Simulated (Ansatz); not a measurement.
## Barrier of one jump, Si in Si

Computed with DFT PBE, scalar-relativistic, plane waves, PAW in Ansatz 0.2.0. (420 eV cutoff, 2×2×2 k-mesh, shifted by half a step, Gaussian smearing of 0.02 eV, no spin polarisation)

Host crystal, relaxed:

```yaml
crystal:
  lattice:
    - [0.00000, 2.73505, 2.73505]
    - [2.73505, 0.00000, 2.73505]
    - [2.73505, 2.73505, 0.00000]
  atoms:
    - { symbol: Si, position: [0.75000, 0.75000, 0.75000] }
    - { symbol: Si, position: [0.50000, 0.50000, 0.50000] }
```

In a supercell of 32 host sites with charge -2, Si trades places with a neighbouring Si vacancy, moving 1.83 Å between the relaxed ends. Climbing-image nudged elastic band at fixed cell with images 0 (start) to 6 (end), the path measured over all atoms, converged to 0.05 eV/Å; the order of the saddle wasn't checked, and the small cell leaves errors of about a tenth of an eV.

Supercell rows in host cell vectors: 1 1 1; -3 1 1; 1 -3 1. Si was set at (0.750, 0.750, 0.750) of the host cell.

At the relaxed start Si has 3 Si at 2.40 Å.

Task: How high is the barrier, and where does the atom pass?

Result: 0.14 eV at image 4, where Si has 3 Si at 2.53 Å, 3 Si at 3.02 Å.

Cost: 1 run of about 38 core-minutes, on Intel Xeon Processor @ 2.50GHz (Skylake/Cascade Lake) (shared hosts).